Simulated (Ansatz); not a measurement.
# Bands, cutoff and cost in G0W0 for As (honeycomb bilayer)

How do accuracy and time trade against each other in G0W0 on As (honeycomb bilayer)?

Program: Ansatz 0.2.0. Level of theory: G0W0 on PBE, plane waves, PAW; PAW set soft_1. Results are calculated unless marked as measured.

## (1) Starting point

The cell holds 4 atoms: 4 As. Its edges and angles: a = 3.614 Å, b = 3.614 Å, c = 34.100 Å, α = 90.0°, β = 90.0°, γ = 120.0°. Regions: layer 1 (As-hc), 2 atoms (2 As); layer 2 (As-hc), 2 atoms (2 As). Vacuum lies along c.

The structure was relaxed with PBE-D3(BJ). The runs that relaxed it are not among those shown. The Coulomb interaction is cut off across the vacuum.

## (2) 229 empty bands, screening to 41 eV

G0W0 replaces the xc potential by the self-energy, built once from these orbitals. Only a window of levels is corrected, while the sums run over the empty bands that the input names. This step takes PAW set soft_1 files.

input.yaml

```yaml
crystal:
  lattice:
    - [3.6140216397, 0.0, 0.0]
    - [-1.8070108198, 3.1298345498, 0.0]
    - [0.0, 0.0, 34.1]
  atoms:
    - { symbol: As, position: [0.3333333333, 0.6666666667, 0.4605382357] }
    - { symbol: As, position: [0.6666666667, 0.3333333333, 0.4201710898] }
    - { symbol: As, position: [0.3333333333, 0.6666666667, 0.5798289102] }
    - { symbol: As, position: [0.0, 0.0, 0.5393127321] }
  periodic: [true, true, false]
kpoints:
  mp_grid: { grid: [6, 6, 1] }
hamiltonian:
  xc: pbe
  pseudopotentials: { kind: paw, azcp: { folder: soft_1 } }
scf:
  occupations: { method: fixed }
gw:
  n_empty_bands: 229
  ecut_chi: 41
  qp_bands: [v2, c2]
  qp_kpoints: band_edges
  screening: { model: contour_deformation }
```

Command:

```sh
$ ansatz run input.yaml --threads 4 --pin off --max-ram 17510MiB --backend cpu --events-out ev --progress --plain --runs-dir out
```

Numbers of over 12 decimals in the logs are rounded to 6 here.

The program printed:

```text
Engine: ansatz 0.2.0, aarch64-unknown-linux-gnu
Pseudopotentials: kind: paw
Pseudopotential: As, paw, valence charge 15, recommended cutoff 420 eV (normal), soft_1/As.paw.azcp
Functional definition: PBE
  parameter kappa = 0.804
  parameter beta = 0.066725
  exchange = pbe_x(kappa = kappa, mu = beta*pi^2/3)
  correlation = pbe_c(beta = beta)
Crystal: 4 atoms, lattice volume = 385.715 Å³
Basis set: ecut = 420 eV, 7433 PW (Γ)
Bands: 36, of which v1, the nominal top of the filled ones, is band 30 counted from 1 (29 counted from 0)
Symmetry: 6 space group operations
Space group: P3m1 (ITA 156), of the structure as read, at distance tolerance 7.3e-5 Å
k-points: 7 of 36 (time reversal used)
Non-local potential: As, projectors of the file, l = 0: 2, l = 1: 2, l = 2: 3, l = 3: 1
PAW form: soft (Blöchl's): semilocal exchange-correlation on the pseudo side does not see the compensation charge
PAW one-centre angular grid: As, 590 points (default); XC on 64 Gauss nodes
Initial density: superposition of atomic densities (neutral atoms: chi_scale 0, normalization atom)
Initial wavefunctions: pseudopotential atomic-orbital guess
Functional: x = pbe(κ = 0.804, μ = 0.219515), c = pbe(β = 0.066725)
iter 1 solved again at ethr=8.94e-4 eV; its pass at ethr=3.10e-3 eV (dr2=5.36e-1 eV) is discarded
SCF iter   1: F=—  HF=-19424.538272 eV  |F-HF|=—  |Δ(HF+E_count)|=         —  Δρ=1.32e-2  dr2=5.41e-1  ethr=8.94e-4  ⟨swp⟩=1.9  Hψ=1262  notcnv=0  defer=26
preconditioner: auto → Resta (q_TF=auto, 2.001 Å⁻¹)  ε∞=1.9  [insulator: Δε(μ)=0.678 eV  Ē_g=8.935 eV  n_scr=20 (ndim 8)  ℏωp=8.5 eV  f_vac=0.726  ε∞_Penn≈1.9  vacuum switching on, ρ_ref=5.8e-3 e/Å³]
SCF iter   2: F=—  HF=-19424.487782 eV  |F-HF|=—  |Δ(HF+E_count)|=   5.05e-2  Δρ=7.10e-3  dr2=2.21e-1  ethr=8.94e-4  ⟨swp⟩=2.9  Hψ=303  notcnv=0  defer=28
SCF iter   3: F=—  HF=-19424.578562 eV  |F-HF|=—  |Δ(HF+E_count)|=   9.08e-2  Δρ=4.71e-3  dr2=1.46e0  ethr=3.69e-4  ⟨swp⟩=4.4  Hψ=494  notcnv=0  defer=28  recentre
SCF iter   4: F=—  HF=-19424.473357 eV  |F-HF|=—  |Δ(HF+E_count)|=   1.05e-1  Δρ=1.25e-3  dr2=5.36e-2  ethr=3.69e-4  ⟨swp⟩=4.1  Hψ=371  notcnv=0  defer=28
SCF iter   5: F=—  HF=-19424.468143 eV  |F-HF|=—  |Δ(HF+E_count)|=   5.21e-3  Δρ=6.30e-4  dr2=1.60e-3  ethr=8.93e-5  ⟨swp⟩=3.1  Hψ=372  notcnv=0  defer=28
SCF iter   6: F=—  HF=-19424.468568 eV  |F-HF|=—  |Δ(HF+E_count)|=   4.25e-4  Δρ=2.07e-4  dr2=1.81e-4  ethr=2.67e-6  ⟨swp⟩=3.0  Hψ=354  notcnv=0  defer=28
SCF iter   7: F=—  HF=-19424.468658 eV  |F-HF|=—  |Δ(HF+E_count)|=   8.99e-5  Δρ=4.53e-5  dr2=8.94e-6  ethr=3.02e-7  ⟨swp⟩=3.0  Hψ=340  notcnv=0  defer=28
SCF iter   8: F=—  HF=-19424.468665 eV  |F-HF|=—  |Δ(HF+E_count)|=   7.52e-6  Δρ=1.48e-5  dr2=9.61e-7  ethr=1.49e-8  ⟨swp⟩=3.4  Hψ=507  notcnv=0  defer=28
SCF iter   9: F=—  HF=-19424.468667 eV  |F-HF|=—  |Δ(HF+E_count)|=   1.27e-6  Δρ=4.84e-6  dr2=1.13e-7  ethr=1.60e-9  ⟨swp⟩=3.0  Hψ=473  notcnv=0  defer=28
SCF iter  10: F=-19424.468667 eV  HF=-19424.468667 eV  |F-HF|=2.28e-9  |Δ(HF+E_count)|=   1.27e-7  Δρ=1.08e-6  dr2=7.41e-9  ethr=1.67e-10  ⟨swp⟩=14.1  Hψ=1341  notcnv=0
SCF 1 converged in 10 iterations: F = -19424.468667 eV  dr2 = 7.41e-9
  greatest PAW one-centre occupation: 0.999 electrons in one spin orbital (limit 2), on the As atom at site 0 (counted from 0), in its partial waves of l = 2
NSCF: frozen V_eff on 7 k-points
G₀W₀ screening: q 1/7
[... further progress lines ...]
SCF converged after 10 iterations
Free energy (F): -19424.468667 eV
Harris-Foulkes:  -19424.468667 eV  (|F-HF|=2.28e-9)
Internal energy: -19424.468667 eV  (E = F + TS)
E sigma→0 (E₀):  -19424.468667 eV
Fermi energy:    -4.734253 eV
--- Per-component energies (eV) ---
  E_band       = -1830.615659
  E_kinetic    = 385.801530
  E_local      = -181200.348006  (includes V_loc(G=0)·N_el)
  E_nonlocal   = -1571.864037
  E_hartree    = 90648.649080
  E_xc         = -279.926678
  E_vxc        = -292.471974  (∫ρ·V_xc dr)
  E_paw        = -8053.483755  (= ΣΔE_a)
  E_vpaw       = -449.024347  (= ΣTr[D̂ρ^β])
  E_aug_tail   = -0.000027  (compensation charges beyond the density's cutoff)
  E_ewald      = 80646.703226
  E_smearing   = -0.000000  (= −TS)
  E_closure    = -0.000000  (closes the sum)
  Σ components = -19424.468667   (vs F -19424.468667, Δ=0.00e0)
--- Band table (eV; the first three rows and the last of 7) ---
  k-point 0: bands = [... 26 lower, -5.5657, -5.3575, -5.3575, -4.7912, -3.5973, -2.4814, -2.1147, -2.1147, ... 2 higher]
  k-point 1: bands = [... 26 lower, -6.3015, -6.2578, -5.9785, -4.7343, -3.1808, -2.8471, -1.5878 (-1.5878°), -1.2454 (-1.2454°), ... 2 higher]
  k-point 2: bands = [... 26 lower, -7.1473, -6.8303, -6.4706, -5.9409, -4.1155, -3.0224, -1.6309, -1.4100, ... 2 higher]
  k-point 6: bands = [... 26 lower, -8.1280, -7.5696, -7.3506, -6.7661, -3.6002, -3.2234, -1.4322, -0.5177, ... 2 higher]
  ° read free of the cell's end (the report's vacuum.weakly_bound_levels)
--- G₀W₀: contour deformation, 7 samples at zero and on the imaginary axis and 2 off it, 36 q-points, 229 empty bands' worth ---
  eigenvalues of the whole cell's RPA ε∞ on this k-mesh (on a slab, of 1 + 4πα/V) = 1.2229, 5.6594, 5.6594; static W/v taken at q = 0 is 0.369241
  gw.qp_kpoints: band_edges: 5 of 7 stored k-points solved, in 1 pass; an edge of the gap read off the rows below is read off those points alone
    valence top: of the k-points left out ik 4 came nearest to being solved in a further pass, in band 30 (counted from 1, as in the quasiparticle table): it holds the edge there only if its correction is more favourable than any solved in that band by at least 0.646 eV; those differ by 0.137 eV
    conduction bottom: of the k-points left out ik 5 came nearest to being solved in a further pass, in band 31 (counted from 1, as in the quasiparticle table): it holds the edge there only if its correction is more favourable than any solved in that band by at least 1.056 eV; those differ by 0.339 eV
    ik  band        ε_KS         Σx   Σc(E_QP)       V_xc       Z   E_QP_lin       E_QP  E_QP is
     0    29     -5.3575   -16.3153     1.3524   -14.9614  0.7413    -5.3589    -5.3590  root
     0    30     -4.7912   -13.7074     0.6639   -13.0147  0.7388    -4.8199    -4.8199  root
     0    31     -3.5973   -10.4591    -3.1598   -14.3243  0.7502    -2.8770    -2.8920  root
     0    32     -2.4814   -10.5245    -3.3327   -14.5509  0.7388    -1.7810    -1.7876  root
     1    29     -5.9785   -16.1722     1.5352   -14.5868  0.7347    -6.0276    -6.0287  root
     1    30     -4.7343   -14.8345     0.9529   -13.8628  0.7361    -4.7530    -4.7530  root
     1    31     -3.1808    -9.4921    -3.2272   -13.3031  0.7376    -2.5860    -2.5971  root
     1    32     -2.8471    -9.1753    -3.2099   -12.9354  0.7387    -2.2876    -2.2969  root
     2    29     -6.4706   -15.1005     1.7570   -13.1832  0.7075    -6.6320    -6.6310  root
     2    30     -5.9409   -15.2108     1.5639   -13.5278  0.7207    -6.0599    -6.0600  root
     2    31     -4.1155    -8.7787    -2.9502   -12.1690  0.7477    -3.6702    -3.6754  root
     2    32     -3.0224    -8.7369    -3.3137   -12.5407  0.7417    -2.5284    -2.5324  root
     3    29     -7.1476   -15.1391     2.0164   -12.9271  0.7015    -7.3462    -7.3432  root
     3    30     -6.6194   -15.1520     1.7757   -13.2207  0.7138    -6.7765    -6.7750  root
     3    31     -3.7179    -8.8743    -3.1363   -12.4809  0.7442    -3.2424    -3.2476  root
     3    32     -3.4609    -8.4147    -3.2219   -12.0654  0.7480    -3.0232    -3.0322  root
     6    29     -7.3506   -15.6160     2.2787   -13.1415  0.6886    -7.5473    -7.5464  root
     6    30     -6.7661   -15.8219     1.9847   -13.7062  0.7120    -6.8997    -6.8971  root
     6    31     -3.6002    -7.8323    -3.1050   -11.3033  0.7378    -3.2328    -3.2343  root
     6    32     -3.2234    -8.1447    -3.2084   -11.7877  0.7389    -2.7839    -2.7888  root
```

Run time: 1.8 min. Hardware: 4 threads of Arm Neoverse V1, shared host; peak memory 2.5 GiB; 7.1 min of CPU time.

Reading the cycles: dr2 is the Hartree energy of the density residual (eV), the measure of convergence; HF is the Harris–Foulkes estimate of the energy, which meets the free energy F at convergence.

This step gave:

```yaml
bands_summed: 259
plane_waves_in_the_screening_matrix: 209
q_points_in_the_mesh: 36
g0w0_gap_on_the_mesh: 1.078 eV
k_of_the_valence_top: 0, 0.1667, 0
k_of_the_conduction_bottom: 0, 0.3333, 0
starting_gap_on_the_mesh: 0.6188 eV
z_at_the_valence_top: 0.7361
z_at_the_conduction_bottom: 0.7477
least_direct_g0w0_gap_on_the_computed_points: 1.928 eV
```

The gap on the mesh goes from 0.62 eV to 1.08 eV, a correction of +0.46 eV. Between the two edge states, bare exchange in place of the xc potential would open the gap by 4.36 eV, and correlation takes back 3.90 eV.

## (3) 568 empty bands, screening to 75 eV

Bands and screening cutoff are moved together, since each hides the error of the other.

Changes to input.yaml since step 2:

```diff
@@ -18,5 +18,6 @@
   occupations: { method: fixed }
+  convergence: { dr2_threshold: 1.0e-10 }
 gw:
-  n_empty_bands: 229
-  ecut_chi: 41
+  n_empty_bands: 568
+  ecut_chi: 75.0
   qp_bands: [v2, c2]
```

The program printed:

```text
[...]
Crystal: 4 atoms, lattice volume = 385.715 Å³
Basis set: ecut = 420 eV, 7433 PW (Γ)
Bands: 36, of which v1, the nominal top of the filled ones, is band 30 counted from 1 (29 counted from 0)
[... 1 set-up line as in the run before ...]
[...]
k-points: 7 of 36 (time reversal used)
[...]
SCF iter  14: F=-19424.468667 eV  HF=-19424.468667 eV  |F-HF|=1.09e-11  |Δ(HF+E_count)|=  4.73e-11  Δρ=3.34e-8  dr2=3.46e-11  ethr=1.00e-12  ⟨swp⟩=1.6  Hψ=587  notcnv=0
SCF 1 converged in 14 iterations: F = -19424.468667 eV  dr2 = 3.46e-11
[...]
NSCF: frozen V_eff on 7 k-points
G₀W₀ screening: q 1/7
[... further progress lines ...]
SCF converged after 14 iterations
Free energy (F): -19424.468667 eV
[...]
Internal energy: -19424.468667 eV  (E = F + TS)
E sigma→0 (E₀):  -19424.468667 eV
Fermi energy:    -4.734267 eV
[...]
--- Band table (eV; the first three rows and the last of 7) ---
  k-point 0: bands = [... 26 lower, -5.5657, -5.3575, -5.3575, -4.7912, -3.5974, -2.4814, -2.1147, -2.1147, ... 2 higher]
  k-point 1: bands = [... 26 lower, -6.3015, -6.2579, -5.9786, -4.7343, -3.1808, -2.8471, -1.5878 (-1.5878°), -1.2454 (-1.2454°), ... 2 higher]
  k-point 2: bands = [... 26 lower, -7.1474, -6.8303, -6.4706, -5.9409, -4.1155, -3.0224, -1.6309, -1.4100, ... 2 higher]
  k-point 6: bands = [... 26 lower, -8.1280, -7.5696, -7.3507, -6.7661, -3.6002, -3.2234, -1.4323, -0.5178, ... 2 higher]
  ° read free of the cell's end (the report's vacuum.weakly_bound_levels)
[...]
0    29     -5.3575   -16.3153     0.9913   -14.9614  0.7369    -5.7246    -5.7201  root
     0    30     -4.7912   -13.7074     0.3883   -13.0147  0.7345    -5.0977    -5.0955  root
     0    31     -3.5974   -10.4591    -3.4081   -14.3243  0.7462    -3.1340    -3.1403  root
     0    32     -2.4814   -10.5244    -3.6268   -14.5509  0.7340    -2.0746    -2.0818  root
     1    29     -5.9786   -16.1722     1.1958   -14.5868  0.7300    -6.3719    -6.3681  root
     1    30     -4.7343   -14.8345     0.6397   -13.8628  0.7314    -5.0690    -5.0663  root
     1    31     -3.1808    -9.4921    -3.4603   -13.3031  0.7342    -2.8269    -2.8303  root
     1    32     -2.8471    -9.1753    -3.4417   -12.9354  0.7359    -2.5253    -2.5288  root
[...]
6    29     -7.3507   -15.6160     2.0201   -13.1415  0.6878    -7.8130    -7.8051  root
     6    30     -6.7661   -15.8219     1.6953   -13.7062  0.7078    -7.1937    -7.1865  root
     6    31     -3.6002    -7.8323    -3.2814   -11.3033  0.7357    -3.4117    -3.4107  root
     6    32     -3.2234    -8.1447    -3.3963   -11.7877  0.7369    -2.9755    -2.9768  root
```

The job ended after 12 min (4 threads; peak memory 7 GiB).

Numbers from this step:

```
bands summed                                 : 598
plane waves in the screening matrix          : 607
q-points in the mesh                         : 36
G0W0 gap on the mesh                         : 1.199 eV
k of the valence top                         : 0, 0.1667, 0
k of the conduction bottom                   : 0, 0.3333, 0
starting gap on the mesh                     : 0.6188 eV
Z at the valence top                         : 0.7314
Z at the conduction bottom                   : 0.7452
least direct G0W0 gap on the computed points : 1.955 eV
```

Against the run with 6×6×1 mesh, 229 empty bands, screening to 41 eV, PAW set soft_1 files, the gap moves by +0.12 eV.

## (4) The runs together

Times are wall times on 4 threads of Arm Neoverse V1, shared host, good to a factor of about two.

```
 mesh           files            frequency  bands summed  cutoff (eV)  start (eV)  G0W0 (eV)     time  host memory (GiB)
6×6×1  PAW set soft_1  contour deformation           259           41       0.619      1.078  1.8 min                2.5
6×6×1  PAW set soft_1  contour deformation           598           75       0.619      1.199   12 min                7.0
```

The parts of the quasiparticle energy at the two band edges (eV; QP = start + Σx + Σc − Vxc):

```
      run               edge  start      Σx     Σc     Vxc     Z     QP
259 bands        valence top  -4.73  -14.83   0.95  -13.86  0.74  -4.75
259 bands  conduction bottom  -4.12   -8.78  -2.95  -12.17  0.75  -3.68
598 bands        valence top  -4.73  -14.83   0.64  -13.86  0.73  -5.07
598 bands  conduction bottom  -4.12   -8.78  -3.14  -12.17  0.75  -3.87
```

## (5) What came out

- 259 bands, 41 eV: 1.078 eV
- 598 bands, 75 eV: 1.199 eV
- estimated limit in bands and cutoff: 1.29 eV
- mesh and start: 6×6×1, PBE

In words: A line in one over the bands through the two rungs gives 1.29 eV, +0.09 eV from the top rung; with two points alone it is an unchecked estimate. The rungs stand 0.21 eV (259 bands) and 0.09 eV (598 bands) from it. From 259 to 598 bands the gap moves by +0.12 eV while the time grows 6.3-fold. Σc changes by −0.31 eV at the valence top and −0.19 eV at the conduction bottom, so the levels themselves move more than the gap between them. The 6×6×1 mesh misses a band edge: over a band path and its finer mesh (run apart) the PBE gap is 0.39 eV, so the G0W0 gap over the zone may lie about 0.23 eV below its value on the mesh. The mesh in the plane is coarse for a sheet; gap and any exciton binding can still move on denser ones. The many-body steps are scalar-relativistic: spin-orbit coupling is not in them.

[Paths, hosts, dates, memory and timing lines, banners, echoed tables and standing remarks are left out of the program output.]

[Logs are printed without paths, hosts, clocks, repeated set-up lines and the standing remarks that a program may print on its own settings, such as how far it seeks lower states.]

[Runs of the session that timed out or met a known fault of the program may be left out.]

[Cells called generated may have been cut or substituted from an entry of the Crystallography Open Database or the Materials Project.]

[Hosts, paths, dates, database ids (printed as entryN), source tags and the programs' standing remarks are cut or masked in the printed files.]
